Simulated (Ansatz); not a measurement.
**InAs under changes of volume**

One of the cells (27.489 Å³/atom); the others are scaled copies at fixed shape and fractional positions:

```xyz
2
Lattice="0.0000 3.0180 3.0180 3.0180 0.0000 3.0180 3.0180 3.0180 0.0000" Properties=species:S:1:pos:R:3 pbc="T T T"
In    0.0000    0.0000    0.0000
As    4.5270    4.5270    4.5270
```

| Quantity | Value |
| --- | --- |
| Program | Ansatz 0.2.0 |
| Functional | PBE |
| Potentials or basis | Ansatz PAW |
| Cutoff | 420 eV (not typed: the program's choice for these potentials) |
| k mesh | 8 × 8 × 8 |
| Occupations | fermi-dirac, width 0.05 eV |
| Spin | no spin polarisation |

```tsv
volume (Å³/atom)	energy over the lowest point (meV/atom)	pressure (GPa)
25.840	?	?
26.389	64.69	7.3
26.939	42.37	5.7
27.489	25.23	4.3
28.039	12.75	3.0
28.588	4.48	1.8
29.138	0.00	0.8
```

Problem. What does the run at 25.840 Å³/atom give?

Solution. Energy over the lowest point 92.73 meV/atom; pressure 9.1 GPa.

Worked out: A Birch-Murnaghan fit of order 3 (a polynomial in V^(-2/3)) to the other rows has its minimum at 29.59 Å³/atom, just outside them, with B0 = V·E''(V) = 49 GPa and B' = 4.5. It gives 92.69 meV/atom at 25.840 Å³/atom, against the run's 92.73, and -dE/dV = 9.1 GPa, against 9.1.

Energies are extrapolated to zero smearing.
